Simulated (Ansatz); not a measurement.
## Energy, volume and coordination in GaAs₄

All numbers below come from DFT PBE, scalar-relativistic, plane waves, PAW (Ansatz). All cells share a 420 eV cutoff and Γ-centred k meshes spaced at most about 0.3 Å⁻¹ (about 0.25 or finer for metals, 2π included). No spin polarisation.

These are static total energies at zero pressure. Rows are sorted by volume; energies count from the lowest form computed. Coordination counts As atoms around Ga (those within 1.25 times the shortest such distance or 1.15 times the sum of covalent radii, 1.27 where that leaves under three; a plus sign parts nearer from farther groups; the shortest distance is added where it exceeds 1.18 times the sum of covalent radii).

```csv
row,form,source,atoms,coordination,V (Å³/atom),gap on mesh (eV),ΔE (meV/atom)
1,Im-3m,invented,5,Ga 8,22.3,0,?
2,I4/mmm,invented,5,Ga 2+8 from 3.0 Å,22.5,0,17
3,P4/mmm,invented,5,Ga 2,23.7,0,0
4,Pm-3m,invented,5,Ga 12+8 from 3.5 Å,25.2,0,508
5,P6/mmm,invented,5,Ga 2,28.1,0,385
```

The cell of row 1:

```xyz
5
Lattice="-3.0326 3.0326 3.0326 3.0326 -3.0326 3.0326 3.0326 3.0326 -3.0326" Properties=species:S:1:pos:R:3 pbc="T T T"
Ga    0.0000    0.0000    0.0000
As    1.5163    1.5163   -1.5163
As   -1.5163    1.5163    1.5163
As    1.5163    1.5163    1.5163
As    1.5163   -1.5163    1.5163
```

Question: Estimate the missing energy, and say where the row ranks.

Answer: 176 meV/atom, which puts it above row 2 and below row 5. Counting As atoms around Ga, row 1 has Ga 8 and the lowest form (row 3) has Ga 2. The lowest form (row 3) holds As–As pairs (shortest 2.54 Å); in row 1 the shortest As–As distance is 3.03 Å.

An observed structure of this formula, if there is one, may be missing.

In P4/mmm, I4/mmm, Im-3m, P6/mmm, Pm-3m an odd number of electrons in the primitive cell allows no gap without spin; a larger cell or a magnetic state could open one. Cells relaxed within their symmetry can be saddle points. Some candidate types were left out of the draw beforehand, so a known form may be missing.

Neither packing nor the number of As neighbours around Ga settles the energy order. The densest cell, Im-3m, lies 176 meV/atom above P4/mmm, while P6/mmm shares the Ga 2 coordination of the lowest form yet lies 385 meV/atom above it. The two most open cells are the highest, but among the other three the energy falls as the volume grows.

As–As bonding probably accounts for much of the gap between Im-3m and P4/mmm. Arsenic, with its half-filled p shell, favours a few short covalent bonds, and the 2.54 Å pairs in P4/mmm are close to normal single bonds. In Im-3m the As atoms form a simple cubic network with equal contacts of 3.03 Å, the kind of arrangement that elemental arsenic escapes by a Peierls distortion into short and long contacts. Eightfold contact with Ga evidently doesn't make up for this.

The 17 meV/atom between P4/mmm and I4/mmm is too small for a firm ranking. Being lowest here doesn't imply stability against separation into zinc-blende GaAs and arsenic.
